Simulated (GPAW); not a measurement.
The system is MgB2.

```
Mg B
1.0
     3.08500    0.00000    0.00000
    -1.54250    2.67169    0.00000
     0.00000    0.00000    3.52300
Mg B
1 2
Cartesian
  0.0000 0.0000 0.0000
  1.5425 0.8906 1.7615
  0.0000 1.7811 1.7615
```

```yaml
Program: GPAW 26.7.0
Task: relaxation of cell and atoms
Functional: RPBE
Dispersion: D3(BJ)
Potentials_or_basis: the program's PAW data sets (release 1.2.1) made for this functional
Cutoff: 800 eV
Basis: pw
k_mesh: 10 × 10 × 8
Occupations: fermi-dirac, width 0.05 eV
Spin: no spin polarisation
```

At the start: pressure -20.0 GPa; volume 9.68 Å³/atom.

Task: Where does the relaxation end?

Result: Over 8 steps the energy falls by 84.2 meV/atom and the volume is 8.44 Å³/atom (-12.8 %); space group P6/mmm (No. 191, to 0.05 Å).

The path:
| step | energy change (eV) | largest force (eV/Å) | pressure (GPa) | volume (Å³) |
| --- | --- | --- | --- | --- |
| 1 | 0.0000 | 0.0000 | -20.03 | 29.04 |
| 2 | -0.0583 | 0.0000 | -17.91 | 28.54 |
| 3 | -0.2368 | 0.0000 | 2.44 | 25.17 |
| 4 | -0.2412 | 0.0000 | -0.17 | 25.50 |
| 5 | -0.2430 | 0.0000 | -0.60 | 25.54 |
| 6 | -0.2516 | 0.0000 | -1.62 | 25.54 |
| 7 | -0.2525 | 0.0000 | -0.72 | 25.41 |
| 8 | -0.2525 | 0.0000 | 0.03 | 25.31 |

Final structure:
```cif
data_structure
_symmetry_space_group_name_H-M 'P 1'
_symmetry_Int_Tables_number 1
_cell_length_a 2.9751
_cell_length_b 2.9751
_cell_length_c 3.3017
_cell_angle_alpha 90.000
_cell_angle_beta 90.000
_cell_angle_gamma 120.000
_cell_volume 25.31
loop_
_atom_site_label
_atom_site_type_symbol
_atom_site_fract_x
_atom_site_fract_y
_atom_site_fract_z
_atom_site_occupancy
Mg1 Mg 0.00000 0.00000 0.00000 1
B1 B 0.66667 0.33333 0.50000 1
B2 B 0.33333 0.66667 0.50000 1
```

Caveat: later steps reuse the first step's grids; the volume moved by -13 % from the deposited cell, more than functionals usually miss; pairwise dispersion overbinds metals, which lowers pressure and volume.
